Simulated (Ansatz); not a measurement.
Isolated molecules relaxed with PBE0-D4/def2-TZVP in Ansatz; ΔE leaves out vibrations. CCSD(T)/CBS is the MP2 limit (def2-TZVPP, def2-QZVPP) plus CCSD(T) − MP2 in def2-TZVPP, frozen cores. Functionals use def2-TZVPP. B3LYP here is the variant with VWN-RPA as its local correlation; programs differ in this. HSE06 is defined as in plane-wave codes. Elements past krypton have def2 core potentials. For W outer-core shells are correlated without core-valence functions, which leaves a few kJ/mol of doubt a bond. Each species was taken in one conformer, which may not be the lowest.

Reaction (substitution at a C–C bond): `CC(C)CCO` + `[NH]=[W](=[NH])([OH])[OH]` → `C[O][W](=[NH])(=[NH])[OH]` + `CCCCO`

(1) Is it downhill or uphill in electronic energy at CCSD(T)/CBS, and by how much? (An estimate is asked.)

(2) What do these levels give: B3LYP-D4, HSE06-D4, ωB97X-V, ωB97M-V, LC-ωPBE, MP2/CBS(def2)? (Best estimate.)

Largest T1 diagnostic among the species: 0.020, so the coupled-cluster value is less sure than usual.

Answers

(1) Ansatz gave: Uphill: ΔE = +13.2 kcal/mol.

(2) Ansatz gave: B3LYP-D4 10.6, HSE06-D4 12.1, ωB97X-V 12.0, ωB97M-V 13.0, LC-ωPBE 12.1, MP2/CBS(def2) 14.3 kcal/mol.

At CCSD(T), def2-SVP lies −2.5 kcal/mol from the extrapolated value and def2-TZVPP −0.6 kcal/mol. Leaving LDA and LC-ωPBE aside and taking each functional with its dispersion term where it has one, the values, not all of them listed here, spread over 2.8 kcal/mol, from BLYP-D4 to ωB97M-V. LDA lies +2.7 kcal/mol from PBE without D4.
